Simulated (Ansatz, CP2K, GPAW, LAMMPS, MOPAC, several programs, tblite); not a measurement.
# Si from cheap methods to r2SCAN

Aim: run Si through methods of unlike cost and see what each gets, and at what price.

Program: LAMMPS, MOPAC, CP2K, tblite, GPAW, Ansatz (versions at each run). Level of theory: no spin polarisation, static lattice; gaps from single points on the cell relaxed beforehand with r²SCAN. These are calculated values, not measurements.

8 further runs of the same task are left out: 8 set aside as unsound or not needed.

## (1) The structure to begin with

The structure is hexagonal, space group P6_3/mmc (No. 194). The conventional cell has a = 3.832 Å, b = 3.832 Å, c = 6.341 Å, α = 90.00°, β = 90.00°, γ = 120.00°. Si (site symmetry 3m) is surrounded by 4 Si at 2.35 to 2.37 Å.

Structure file:

```
Si
1.0
     3.83213    0.00000    0.00000
    -1.91606    3.31872    0.00000
     0.00000    0.00000    6.34122
Si
4
Direct
  0.33333 0.66667 0.00056
  0.66667 0.33333 0.50056
  0.33333 0.66667 0.37444
  0.66667 0.33333 0.87444
```

The structure type (lonsdaleite (2H)) is imposed and need not be the compound's stable one.

**Question.** The methods are Si.edip, Si.sw, Si.tersoff, SiC_Erhart-Albe.tersoff, PM6, PM7, DFTB, GFN1-xTB (tblite), GFN2-xTB (tblite), PBE/DZVP, PBE/single-zeta, PBE/SZV, coarse PBE, GLLB-SC, PBE, r2SCAN. What gap does r2SCAN give on this cell, and which other methods (full PBE left aside) come nearest to r2SCAN and farthest in gap, volume and bulk modulus?

```
                                               quantity                                                                                               value
                                                 r2SCAN                                                               gap 0.61 eV, 20.16 Å³/atom, B₀ 97 GPa
         gap: nearest and farthest of the other methods                                                                 PBE/DZVP (-0.13 eV), PM7 (+5.89 eV)
      volume: nearest and farthest of the other methods  Si.edip, Si.sw, Si.tersoff, SiC_Erhart-Albe.tersoff (about 0.7 % off); GFN1-xTB (tblite) (+10.4 %)
bulk modulus: nearest and farthest of the other methods                                    Si.tersoff, SiC_Erhart-Albe.tersoff (about 1 % off); PM7 (+90 %)
```

In words: Among the 10 methods compared for the gap (full PBE left aside), PBE/DZVP is nearest to r2SCAN and PM7 farthest. For the volume (full PBE left aside), Si.edip, Si.sw, Si.tersoff, SiC_Erhart-Albe.tersoff tie for nearest to r2SCAN; GFN1-xTB (tblite) is farthest. For the bulk modulus (full PBE left aside), Si.tersoff, SiC_Erhart-Albe.tersoff tie for nearest to r2SCAN; PM7 is farthest. Classical potentials are fitted to lattice constants of common crystals, so a close volume there is built in, not predicted. A minimal basis or a coarse cutoff and mesh shifts results by its own error, so closeness to r2SCAN can be chance. Cluster runs see only the k-points that fold onto the zone centre, so their gaps can miss the band edges. GLLB-SC is compared with its derivative discontinuity added. No volume is given for PM6, DFTB, PBE/single-zeta, which can hide a larger miss. CPU times run from 0.12 s (Si.tersoff) to 78 s (PM6). On this cell PM6, PM7, PBE/DZVP, PBE/single-zeta, GLLB-SC cost more than r2SCAN itself (4.8 s), so they are no saving here. A cluster method computes far more atoms than the primitive cell, so on a small crystal it can cost more than plane waves. r2SCAN is a yardstick, not the truth: it usually gives gaps below the measured ones.
